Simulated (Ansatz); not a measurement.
**P under changes of volume**

One of the cells (16.144 Å³/atom); the others are scaled copies at fixed shape and fractional positions:

```xyz
2
Lattice="1.7257 0.9963 3.1297 -1.7257 0.9963 3.1297 0.0000 -1.9927 3.1297" Properties=species:S:1:pos:R:3 pbc="T T T"
P     0.0000    0.0000    7.2570
P     0.0000    0.0000    2.1321
```

This isn't the form of P at room conditions, which is orthorhombic.

- Program: Ansatz 0.2.0
- Functional: PBE
- Potentials or basis: all-electron LAPW, scalar-relativistic
- Cutoff: 243 eV (chosen from the basis error)
- Basis error allowed: 0.0005 eV/atom
- k mesh: 9 × 9 × 9
- Occupations: fermi-dirac, width 0.05 eV
- Spin: no spin polarisation

```tsv
volume (Å³/atom)	energy over the lowest point (meV/atom)	pressure (GPa)	largest force (eV/Å)
15.175	?	?	?
15.498	16.80	5.8	0.484
15.821	7.36	3.7	0.355
16.144	1.97	1.8	0.231
16.467	0.00	0.1	0.091
16.789	1.42	-1.5	0.046
17.112	6.03	-3.0	0.171
```

What does the run at 15.175 Å³/atom give?

Energy over the lowest point 30.83 meV/atom; pressure 8.2 GPa; largest force 0.639 eV/Å.

Worked out: A Birch-Murnaghan fit of order 3 (a polynomial in V^(-2/3)) to the other rows has its minimum at 16.48 Å³/atom with B0 = V·E''(V) = 85 GPa (rough, since the energies scatter) at fixed shape and positions, which overstates the stiffness. It gives 30.30 meV/atom at 15.175 Å³/atom, against the run's 30.83, and -dE/dV = 7.8 GPa, against 8.2.

Energies are extrapolated to zero smearing.
